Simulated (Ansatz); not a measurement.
Zinc-blende InN (metastable phase), treated with r²SCAN+SOC (Ansatz, a quantum-chemistry and plane-wave program, PAW).

Run with plane-wave cutoff 560 eV, 12×12×12 k mesh, Fermi–Dirac smearing 0.01 eV, PAW data made under PBE.

Energies at three volumes about the minimum:

| V (Å³/atom) | E − E_lowest (meV/atom) |
|---|---|
| 15.295 | 2.83 |
| 15.607 | 0.00 |
| 15.919 | 2.64 |

Problem. Fit a parabola by hand: where is the minimum, what lattice constant follows, and what is the bulk modulus?

Solution. Slopes: (0.00 − 2.83)/(15.607 − 15.295) = -9.071 and (2.64 − 0.00)/(15.919 − 15.607) = 8.462 meV/Å³. Curvature E″ = 2 × (8.462 − (-9.071))/(15.919 − 15.295) = 56.196 meV/Å⁶. From the middle of the first interval, the slope vanishes at V0 = 15.4510 − (-9.071)/56.196 = 15.612 Å³/atom. B = V0 E″ = 15.612 × 56.196 meV/Å³ × 0.1602 GPa per meV/Å³ = 141 GPa. With 8 atoms in the cube, a = (8 × 15.612)^(1/3) = 4.999 Å. The full Birch–Murnaghan fit to all volumes gives V0 = 15.607 Å³/atom and B0 = 140 GPa.

Measured, for comparison: lattice constant a 5.01 ± 0.01 Å (temperature not stated, no zero-point or thermal correction, epilayer on 3C-SiC; as tabulated in Schörmann, As, Lischka, Schley, Goldhahn et al., Appl. Phys. Lett. 89, 261903 …).

Note: this level leaves the solid without a gap, although one is measured.
